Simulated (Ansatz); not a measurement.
**Rhodium, bcc under RPBE: ground state and equation of state**

Aim: take rhodium in the bcc structure, relax it, solve it on a dense k-mesh, then scale the cell to 7 volumes from 88 to 112 % of the relaxed one and try a fit of the equation of state. Spin polarisation is left out. The k-meshes are 15×15×15 for the relaxation; 23×23×23 for the dense run; 16×16×16 for the volumes.

This is Rh in the bcc structure; at room conditions it is fcc.

Computed with Ansatz 0.2.0 (DFT RPBE, plane waves (420 eV) with PAW, scalar-relativistic; the PAW data stem from PBE, with regenerated cores, unless a step says otherwise).

### 1 Starting point

It takes space group Im-3m (No. 229, cubic). The conventional cell has a = 3.019 Å, b = 3.019 Å, c = 3.019 Å, α = 90.00°, β = 90.00°, γ = 90.00°. Around Rh (site symmetry m-3m) lie 8 Rh at 2.61 Å.

Coordinates:

```xyz
1
Lattice="-1.5093 1.5093 1.5093 1.5093 -1.5093 1.5093 1.5093 1.5093 -1.5093" Properties=species:S:1:pos:R:3 pbc="T T T"
Rh    0.0000    0.0000    0.0000
```

### 2 Geometry optimisation

File input.yaml:

```yaml
crystal:
  lattice:
    - [-1.5092612352, 1.5092612352, 1.5092612352]
    - [1.5092612352, -1.5092612352, 1.5092612352]
    - [1.5092612352, 1.5092612352, -1.5092612352]
  atoms:
    - { symbol: Rh, position: [0.0, 0.0, 0.0] }
hamiltonian:
  xc: rpbe
  pseudopotentials:
    kind: paw
    azcp:
      Rh: "pseudopotentials/Rh.paw.azcp"
basis:
  ecutwfc: 420
  fft_grid_basis: typed
kpoints:
  mp_grid: { grid: [15, 15, 15], shift: [0, 0, 0] }
magnetization:
  spin_polarized: false
scf:
  occupations: { method: fermi_dirac, width: 0.1 }
relax:
  max_steps: 60
  f_tol: 0.01
  cell: {}
```

The runs that follow: The energy on a finer k-mesh; The cell scaled to 88 % of its volume; The cell scaled to 92 % of its volume; The cell scaled to 96 % of its volume; The cell scaled to 100 % of its volume; The cell scaled to 104 % of its volume; The cell scaled to 108 % of its volume; The cell scaled to 112 % of its volume.

What does the calculation give? Wanted: space group; conventional cell; volume; shortest distance; gap on the mesh; relative to fcc; V₀, B₀, B₀′.

**Answer**, as computed:

| quantity | value |
| --- | --- |
| space group (spins left aside) | Im-3m (No. 229) |
| conventional cell | a = 3.093 Å |
| volume | 14.790 Å³/atom |
| shortest distance | 2.678 Å |
| gap on the mesh | none (levels filled in part) |
| relative to fcc | +336 meV/atom |
| V₀, B₀, B₀′ | 14.753 Å³/atom, 215 GPa, 5.2 |

In words: The relaxation enlarged the cell by 7.5 % in volume. It lies 336 meV/atom above the element's reference form at the same level (fcc, from a run of its own). No gap shows: it is a metal or semimetal at this level. The fitted modulus is 215 GPa. The symmetry was held, so the structure may be unstable against distortions that break it.
